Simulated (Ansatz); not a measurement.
# HfC (zincblende structure)

The computed numbers are results of r²SCAN, scalar-relativistic (no spin polarisation) in the plane-wave PAW code Ansatz at 500 eV, 12×12×12 k-mesh, Gaussian smearing of 0.05 eV. The datasets are Ansatz's generated set soft_2.

```
CELL_PARAMETERS angstrom
0.00000 2.51265 2.51265
2.51265 0.00000 2.51265
2.51265 2.51265 0.00000
ATOMIC_POSITIONS crystal
Hf 0.00000 0.00000 0.00000
C 0.25000 0.25000 0.25000
```

The structure was built from a prototype; whether the compound forms in it isn't claimed.

The run above is the reference. The same cell was run again with other input settings; several of them aren't fit for production, so the rows show the settings' effect and aren't properties of the material.

| keys changed | outcome | ΔE (meV/atom) | P (GPa) | gap on the mesh (eV) | cell moment (μB) | largest force component (eV/Å) | SCF iterations | rough core-seconds | new warnings |
| --- | --- | --- | --- | --- | --- | --- | --- | --- | --- |
| none (reference) | converged | 0.0 | 0.1 | 0.57 | – | 0.000 | – | – | – |
| basis.ecutwfc: 500 → "700 eV" | converged | -1.4 | 0.1 | 0.57 | – | 0.000 | 8 | 18 | – |
| hamiltonian.xc: "r2scan" → "pbesol" | converged | – | -2.8 | 0.21 | – | 0.000 | 6 | 5 | – |
| hamiltonian.dispersion: "d4" | converged | – | -0.8 | 0.57 | – | 0.000 | 8 | 11 | – |
| scf.algorithm: "direct_min"; hamiltonian.hubbard: {"sites": [{"species": "Hf", "l": "d", "u_eff": 2.0}], "double_counting": "fll"} | converged | – | 2.9 | 0.76 | – | 0.000 | 8 | 30 | – |
| hamiltonian.xc: "r2scan" → "pbe"; basis.ecutwfc: 500 → "300 eV" | converged | – | 2.1 | 0.27 | – | 0.000 | 6 | 2.8 | cutoff below recommended |
| scf.n_extra_bands: 2 | converged | 0.0 | 0.1 | 0.57 | – | 0.000 | 8 | 13 | – |
| scf.occupations.width: 0.05 → null; scf.occupations.method: "gaussian" → "tetrahedron_uncorrected" | converged | 0.0 | 0.1 | 0.57 | – | 0.000 | 8 | 11 | band table not solved further |

ΔE is the energy with the smearing extrapolated to zero. It is left out where the change alters the Hamiltonian or the spin treatment. The varied runs start from atomic densities (corrected by the program's trained start where that serves), with the default search for lower states unless a row changes it.

Q: What happens with these changes: scf.algorithm: "density_mixing"; scf.occupations.width: 0.05 → 0.15; hamiltonian.hubbard: {"sites": [{"species": "Hf", "l": "d", "u_eff": 2.0}], "double_counting": "amf"}?

A: outcome converged, P (GPa) 0.1, gap on the mesh (eV) 0.48, largest force component (eV/Å) 0.000, SCF iterations 9, rough core-seconds 14.

Q: What happens with these changes: kpoints.mp_grid.grid: [12, 12, 12] → [4, 4, 4]; scf.occupations.method: "gaussian" → "methfessel_paxton"; scf.occupations.width: 0.05 → 0.1?

A: outcome converged, ΔE (meV/atom) -5.6, P (GPa) -0.3, gap on the mesh (eV) 0.57, largest force component (eV/Å) 0.000, SCF iterations 7, rough core-seconds 2.3.

The pair part of a dispersion correction pulls inward (a three-body part mostly pushes out), and in metals and ionic crystals with large ions it often overbinds.

Of the reference: Semilocal functionals underestimate band gaps, commonly by a third or more. Spin–orbit coupling, which matters for such heavy elements, is left out.
